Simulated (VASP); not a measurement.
Runs of VASP 6.6.1 on Cs2AgBiBr6. The structure is cubic, space group Fm-3m (No. 225). The conventional cell has a = 11.232 Å, b = 11.232 Å, c = 11.232 Å, α = 90.00°, β = 90.00°, γ = 90.00°. Bi (site symmetry m-3m) is surrounded by 6 Br at 2.81 Å. Cs (site symmetry -43m) has 12 Br at 3.97 Å as nearest neighbours. Ag (site symmetry m-3m) has 6 Br at 2.80 Å as nearest neighbours. Br (site symmetry 4mm) has 1 Ag at 2.80 Å and 1 Bi at 2.81 Å as nearest neighbours. 

```tsv
task	level	potentials or basis	cell	k mesh	cutoff (eV)	smearing	ladder	gap on the mesh (eV)	pressure (GPa)	relaxed volume (Å³/atom)	largest force (eV/Å)
relaxation of cell and atoms	PBE+D3(BJ)	VASP PAW PBE potentials, release 64 (Bi_d, Cs_sv, Ag, Br)	relaxed	4 × 4 × 4	600	gaussian 0.02 eV	gaps	1.25	0.0	(d)	-
relaxation of cell and atoms	LDA	VASP PAW LDA potentials, release 64 (Bi_d, Cs_sv, Ag, Br)	relaxed	3 × 3 × 3	600	fermi-dirac 0.05 eV	-	1.66	0.0	33.33	-
relaxation of cell and atoms	RPBE	VASP PAW PBE potentials, release 64 (Bi_d, Cs_sv, Ag, Br)	relaxed	3 × 3 × 3	600	fermi-dirac 0.05 eV	-	(b)	0.0	41.06	-
relaxation of cell and atoms	BLYP	VASP PAW PBE potentials, release 64 (Bi_d, Cs_sv, Ag, Br)	relaxed	3 × 3 × 3	600	fermi-dirac 0.05 eV	-	1.94	0.0	(a)	-
relaxation of cell and atoms	PW91	VASP PAW PBE potentials, release 64 (Bi_d, Cs_sv, Ag, Br)	relaxed	3 × 3 × 3	600	fermi-dirac 0.05 eV	-	1.89	0.0	37.69	-
relaxation of cell and atoms	PBEsol+D4	VASP PAW PBE potentials, release 64 (Bi_d, Cs_sv, Ag, Br)	relaxed	3 × 3 × 3	600	fermi-dirac 0.05 eV	-	1.74	0.0	34.18	-
relaxation of cell and atoms	AM05	VASP PAW PBE potentials, release 64 (Bi_d, Cs_sv, Ag, Br)	relaxed	3 × 3 × 3	600	fermi-dirac 0.05 eV	-	1.82	0.0	36.16	-
relaxation of cell and atoms	PBE	VASP PAW PBE potentials, release 64 (Bi, Cs_sv, Ag, Br)	relaxed	3 × 3 × 3	600	fermi-dirac 0.05 eV	-	1.90	0.0	37.75	0.01
relaxation of cell and atoms	PBE	VASP PAW PBE potentials, release 64 (Bi_d_GW, Cs_sv_GW, Ag_GW, Br_GW)	relaxed	3 × 3 × 3	600	fermi-dirac 0.05 eV	-	1.90	0.0	37.69	-
single point	PBEsol	VASP PAW PBE potentials, release 64 (Bi_d, Cs_sv, Ag, Br)	as given	4 × 4 × 4	520	fermi-dirac 0.05 eV	free	1.17	0.0	-	0.31
relaxation of cell and atoms	PBEsol+D3	VASP PAW PBE potentials, release 64 (Bi_d, Cs_sv, Ag, Br)	relaxed	3 × 3 × 3	600	fermi-dirac 0.05 eV	-	(c)	0.0	34.37	-
```

Alike in all rows: no spin polarisation.

**Question.** Fill in the values left out.

**Answer.** (a) 40.85; (b) 2.06; (c) 1.75; (d) 36.11.

Caveats: spin-orbit coupling is left out, which as a rule narrows the gap of such compounds by several tenths of an eV; an odd mesh through Γ misses points on the zone boundary, where band edges often lie (some runs); the PAW data sets were made with another functional, which shifts forces and pressure a little (some runs); the volume moved by over 15 % at a fixed basis, so the end points are rough (some runs).

A k mesh can miss the band edges, and the runs leave out spin-orbit coupling on Ag, Bi, Br, Cs.

Not every run made on this cell is shown here.
